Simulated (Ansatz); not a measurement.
# Fe3Co: how settings move the results

This session on Fe3Co sets out to test the k-point mesh shifted by half a step.

Program: Ansatz 0.2.0. Level of theory: DFT PBEsol, scalar-relativistic, plane waves, PAW. These are calculated values, not measurements.

1 further run of the same task is left out (set aside as unsound or not needed). Runs told in other sessions of the task aren't counted.

**1. The structure to begin with**

It takes space group P4/mmm (No. 123, tetragonal). Conventional cell: a = 4.024 Å, b = 4.024 Å, c = 2.828 Å, α = 90.00°, β = 90.00°, γ = 90.00°. Fe (site symmetry 4/mmm) has 10 Fe at 2.46 to 2.83 Å in its first shell of neighbours. Fe (site symmetry mmm) is surrounded by 10 Fe at 2.46 to 2.85 Å and 4 Co at 2.46 Å. Co (site symmetry 4/mmm) is surrounded by 12 Fe at 2.46 to 2.85 Å and 2 Co at 2.83 Å.

Coordinates:

```cif
data_structure
_symmetry_space_group_name_H-M 'P4/mmm'
_symmetry_Int_Tables_number 123
_cell_length_a 4.0236
_cell_length_b 4.0236
_cell_length_c 2.8277
_cell_angle_alpha 90.000
_cell_angle_beta 90.000
_cell_angle_gamma 90.000
_cell_volume 45.78
loop_
_atom_site_label
_atom_site_type_symbol
_atom_site_symmetry_multiplicity
_atom_site_Wyckoff_symbol
_atom_site_fract_x
_atom_site_fract_y
_atom_site_fract_z
_atom_site_occupancy
Fe1 Fe 1 c 0.50000 0.50000 0.00000 1
Fe2 Fe 2 e 0.50000 0.00000 0.50000 1
Co1 Co 1 a 0.00000 0.00000 0.00000 1
```

Source of the structure: the Materials Project (structure only). It is taken as it stands there.

**2. The base input**

File input.yaml:

```yaml
crystal:
  lattice:
    - [4.023579445, 0.0, 0.0]
    - [0.0, 4.023579445, 0.0]
    - [0.0, 0.0, 2.82770517]
  atoms:
    - { symbol: Fe, position: [0.5, 0.5, 0.0], spin: 2.49 }
    - { symbol: Fe, position: [0.5, 0.0, 0.5], spin: 2.83 }
    - { symbol: Fe, position: [0.0, 0.5, 0.5], spin: 2.83 }
    - { symbol: Co, position: [0.0, 0.0, 0.0], spin: 1.99 }
basis:
  ecutwfc: 420
kpoints:
  mp_grid: { grid: [10, 10, 14] }
hamiltonian:
  xc: pbesol
scf:
  occupations: { method: gaussian, width: 0.1 }
output:
  forces: true
  stress: true
  eigenvalues: true
  populations: true
magnetization:
  spin_polarized: true
```

Its results, from an earlier run: -4609.8934 eV/atom at zero smearing, pressure -7.83 GPa, largest force 0.000 eV/Å, no gap on the mesh, site moments Fe +2.37, Fe +2.61 (×2), Co +1.81 μB, in 15 SCF cycles and 59 s.

**3. K-point mesh shifted by half a step: 6×6×10**

File input.yaml:

```yaml
crystal:
  lattice:
    - [4.023579445, 0.0, 0.0]
    - [0.0, 4.023579445, 0.0]
    - [0.0, 0.0, 2.82770517]
  atoms:
    - { symbol: Fe, position: [0.5, 0.5, 0.0], spin: 2.6 }
    - { symbol: Fe, position: [0.5, 0.0, 0.5], spin: 2.87 }
    - { symbol: Fe, position: [0.0, 0.5, 0.5], spin: 2.87 }
    - { symbol: Co, position: [0.0, 0.0, 0.0], spin: 1.99 }
basis:
  ecutwfc: 420
kpoints:
  mp_grid: { grid: [6, 6, 10], shift: [0.5, 0.5, 0.5] }
hamiltonian:
  xc: pbesol
scf:
  occupations: { method: gaussian, width: 0.1 }
output:
  forces: true
  stress: true
  eigenvalues: true
  populations: true
magnetization:
  spin_polarized: true
```

Run with:

```console
> ansatz run input.yaml --threads 1 --pin off --max-ram 2560MiB --backend cpu --events-out ev --progress --plain --runs-dir out
```

**4. K-point mesh shifted by half a step: 8×8×10**

input.yaml, as its differences from that of step 3:

```diff
@@ -13,3 +13,3 @@
 kpoints:
-  mp_grid: { grid: [6, 6, 10], shift: [0.5, 0.5, 0.5] }
+  mp_grid: { grid: [8, 8, 10], shift: [0.5, 0.5, 0.5] }
 hamiltonian:
```

**5. K-point mesh shifted by half a step set to 8×8×12**

input.yaml, as its differences from that of step 4:

```diff
@@ -13,3 +13,3 @@
 kpoints:
-  mp_grid: { grid: [8, 8, 10], shift: [0.5, 0.5, 0.5] }
+  mp_grid: { grid: [8, 8, 12], shift: [0.5, 0.5, 0.5] }
 hamiltonian:
```

(Steps that only read results are left out.)

Q: Predict the outcome of the series: the values and the trend.

The runs gave:

| quantity | value |
| --- | --- |
| largest energy shift, k-point mesh shifted by half a step | -2.16 meV/atom at 6×6×10 |

**Reading.** The densest shifted mesh lands 0.58 meV/atom from the base run.
